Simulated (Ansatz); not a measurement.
Phases of HfN at 340 GPa

Structure types of HfN are relaxed in primitive cells with their symmetry kept at 340 GPa, on PAW files; LAPW relaxes the small cells further and takes the PAW cell for the others (marked *). The enthalpy is E + pV at zero temperature, without zero-point motion. Only the types listed were tried, and differences under about 5 meV/atom are mesh noise. The real phase may be another.

Computed with Ansatz 0.2.0; functional PBE, scalar-relativistic. Settings: Fermi–Dirac smearing of 0.05 eV, no spin polarisation. Methods: LAPW: all electrons, basis error target 0.5 meV/atom; PAW: frozen-core files, cutoff 420 eV.

k meshes: rocksalt 18×18×18, CsCl 15×15×15, WC 17×17×15, NiAs 11×11×6, zincblende 16×16×16.

Spin–orbit coupling is left out, which matters for the heavy atoms.

```json
{"start type": "rocksalt", "ends as": "rocksalt, Fm-3m", "a, b, c (Å)": "3.881, 3.881, 3.881", "V (Å³/atom)": "7.31", "H − H(lowest), LAPW (meV/atom)": "105.7"}
{"start type": "CsCl", "ends as": "CsCl, Pm-3m", "a, b, c (Å)": "2.391, 2.391, 2.391", "V (Å³/atom)": "6.84", "H − H(lowest), LAPW (meV/atom)": "0.0"}
{"start type": "WC", "ends as": "WC, P-6m2", "a, b, c (Å)": "2.554, 2.554, 2.559", "V (Å³/atom)": "7.23", "H − H(lowest), LAPW (meV/atom)": "554.5"}
{"start type": "NiAs*", "ends as": "NiAs, P6_3/mmc", "a, b, c (Å)": "2.571, 2.571, 5.132", "V (Å³/atom)": "7.35", "H − H(lowest), LAPW (meV/atom)": "?"}
{"start type": "zincblende", "ends as": "zincblende, F-43m", "a, b, c (Å)": "4.054, 4.054, 4.054", "V (Å³/atom)": "8.33", "H − H(lowest), LAPW (meV/atom)": "?"}
```

Problem. Give the missing entry: row "NiAs*", column "H − H(lowest), LAPW (meV/atom)".

Solution. 813.7.

Problem. What belongs in the row "zincblende", column "H − H(lowest), LAPW (meV/atom)"?

Solution. 3708.9.

Problem. Split the lead of CsCl over rocksalt into energy and pV.

Solution. For rocksalt less CsCl: ΔE = -893.2 meV/atom, and p·ΔV = 340 GPa × +0.4707 Å³ × 6.242 meV/(GPa·Å³) = +998.9 meV/atom, together 105.7 meV/atom. CsCl wins by its smaller volume, against the internal energy.
